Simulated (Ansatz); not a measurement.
Phases of La at 7 GPa

Structure types of La are relaxed in primitive cells with their symmetry kept at 7 GPa, first on PAW files, then by LAPW. The enthalpy is E + pV at zero temperature, without zero-point motion. Only the types listed were tried, and differences under about 5 meV/atom are mesh noise. Not among the end structures: fcc, which may lie lower.

Computed with Ansatz 0.2.0; functional PBE, scalar-relativistic. Settings: Fermi–Dirac smearing of 0.1 eV, no spin polarisation. Methods: LAPW: all electrons, basis error target 0.5 meV/atom; PAW: frozen-core files, cutoff 420 eV.

k meshes: bcc 14×14×14, hcp 13×13×7, diamond 10×10×10, omega 7×7×9, beta tin 13×13×13.

Spin–orbit coupling is left out, which matters for the heavy atoms.

Question: Which type is lowest in enthalpy, and by how much?

Answer: omega, 2 meV/atom below hcp, which is within the noise of the k meshes. The whole table:

```tsv
start type	ends as	a, b, c (Å)	V (Å³/atom)	H − H(lowest), LAPW (meV/atom)	same, PAW
bcc	bcc, Im-3m	3.953, 3.953, 3.953	30.90	117.4	117.9
hcp	hcp, P6_3/mmc	3.485, 3.485, 5.761	30.30	2.4	2.4
diamond	diamond, Fd-3m	6.434, 6.434, 6.434	33.29	1055.8	1054.0
omega	omega, P6/mmm	5.613, 5.613, 3.341	30.39	0.0	0.0
beta tin	beta tin, I4_1/amd	5.786, 5.786, 3.531	29.55	183.3	182.5
```
